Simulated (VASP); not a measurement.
## VASP 6.6.1 run: CdSe

INCAR

```
IBRION = -1
ENCUT = 520
NBANDS = 10
NSW = 0
GGA = PE
NELM = 120
ISMEAR = -1
ISIF = 2
LCHARG = .FALSE.
LWAVE = .FALSE.
PREC = Accurate
EDIFF = 1E-7
LASPH = .TRUE.
LREAL = .FALSE.
SIGMA = 0.02
```

KPOINTS

```
KPOINTS created by Atomic Simulation Environment
0
Gamma
8 8 8
0 0 0
```

POSCAR

```
Cd Se
 1.0000000000000000
     0.0000000000000000    3.0677809653998871    3.0677809653998871
     3.0677809653998871    0.0000000000000000    3.0677809653998871
     3.0677809653998871    3.0677809653998871    0.0000000000000000
 Cd  Se
   1   1
Cartesian
  0.0000000000000000  0.0000000000000000 -0.0000000000000000
  1.5338904826999433  1.5338904826999433  1.5338904826999433
```

The recommended PBE PAW datasets give the neutral cell 18 valence electrons.

Command

```
mpirun -np 1 vasp_std
```

How does this run end, and what does it give?

It converged. Results: gap between bands v and c on the k mesh 0.55 eV; least direct gap on the k mesh 0.55 eV; pressure 1.7 GPa. Band v is the last that the valence electrons fill when counted band by band, and c is the next.

OSZICAR

```
N       E                     dE             d eps       ncg     rms          rms(c)
DAV:   1     0.113506385642E+03    0.11351E+03   -0.90334E+03   580   0.161E+03
DAV:   2     0.779251336438E+00   -0.11273E+03   -0.11054E+03   630   0.352E+02
DAV:   3    -0.578928023689E+01   -0.65685E+01   -0.64776E+01   634   0.841E+01
DAV:   4    -0.586698125135E+01   -0.77701E-01   -0.77661E-01   648   0.836E+00
DAV:   5    -0.586792218077E+01   -0.94093E-03   -0.94085E-03   632   0.795E-01    0.589E+00
DAV:   6    -0.550885469010E+01    0.35907E+00   -0.10016E+00   720   0.139E+01    0.466E+00
DAV:   7    -0.548833640748E+01    0.20518E-01   -0.20260E-01   604   0.387E+00    0.210E+00
DAV:   8    -0.548895180110E+01   -0.61539E-03   -0.19016E-02   608   0.257E+00    0.231E-01
DAV:   9    -0.548896826714E+01   -0.16466E-04   -0.41629E-03   620   0.119E+00    0.815E-02
DAV:  10    -0.548898488439E+01   -0.16617E-04   -0.49986E-04   618   0.418E-01    0.497E-02
DAV:  11    -0.548903942511E+01   -0.54541E-04   -0.15616E-04   636   0.146E-01    0.221E-02
DAV:  12    -0.548902956209E+01    0.98630E-05   -0.89970E-05   686   0.143E-01    0.631E-03
DAV:  13    -0.548903010097E+01   -0.53888E-06   -0.62547E-06   610   0.289E-02    0.264E-03
DAV:  14    -0.548903016818E+01   -0.67209E-07   -0.37441E-07   648   0.596E-03
   1 F= -.54890302E+01 E0= -.54890302E+01  d E =-.384396E-08
```

For comparison, a separate PBE run of the intended cell, on usual settings and not on those above, gives a gap of 0.55 eV on its mesh and a pressure of 1.7 GPa.
